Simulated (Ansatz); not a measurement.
Runs of Ansatz 0.2.0 on Ge. Symmetry: Fd-3m, No. 227, cubic system. The conventional cell has a = 5.658 Å, b = 5.658 Å, c = 5.658 Å, α = 90.00°, β = 90.00°, γ = 90.00°. Around Ge (site symmetry -43m) lie 4 Ge at 2.45 Å. 

```csv
task,level,potentials or basis,spin,cell,k mesh,cutoff (eV),smearing,gap on the mesh (eV),pressure (GPa),relaxed volume (Å³/atom)
band structure,PBEsol,"all-electron LAPW, relativistic spinors","SOC, no magnetisation",as given,6 × 6 × 6,317,fermi-dirac 0.05 eV,-,0.7,-
relaxation of cell and atoms,BLYP+D3(BJ),"all-electron LAPW, scalar-relativistic",off,relaxed,8 × 8 × 8,-,fermi-dirac 0.05 eV,-,0.0,23.44
band structure,PBEsol,"all-electron LAPW, scalar-relativistic",off,as given,8 × 8 × 8,317,fermi-dirac 0.05 eV,-,0.6,-
band structure,RPBE,"all-electron LAPW, scalar-relativistic",off,as given,8 × 8 × 8,316,fermi-dirac 0.05 eV,0.15,(a),-
relaxation of cell and atoms,RPBE,"all-electron LAPW, relativistic spinors","SOC, no magnetisation",relaxed,6 × 6 × 6,-,tetrahedron,(b),0.0,24.60
band structure,LDA,"all-electron LAPW, relativistic spinors","SOC, no magnetisation",as given,6 × 6 × 6,317,fermi-dirac 0.05 eV,-,-1.1,-
relaxation of cell and atoms,PBEsol+D4,"all-electron LAPW, scalar-relativistic",off,relaxed,8 × 8 × 8,-,fermi-dirac 0.05 eV,-,0.0,(c)
```

Alike in all rows: basis error allowed 0.001 eV/atom.

Fill in the values left out.

(a) 5.4; (b) none; (c) 22.44.

Caveats: this crystal is a semiconductor, whose small gap the functional closes, so the metal is an error of the method (some runs); the k mesh is thin for a metal, which can move the energy by tens of meV per atom (some runs); with tetrahedron occupations forces and stress needn't match the slope of the energy (some runs).

A k mesh can miss the band edges, and rows without SOC leave out spin-orbit coupling on Ge.

Runs at the PBE level aren't shown here.
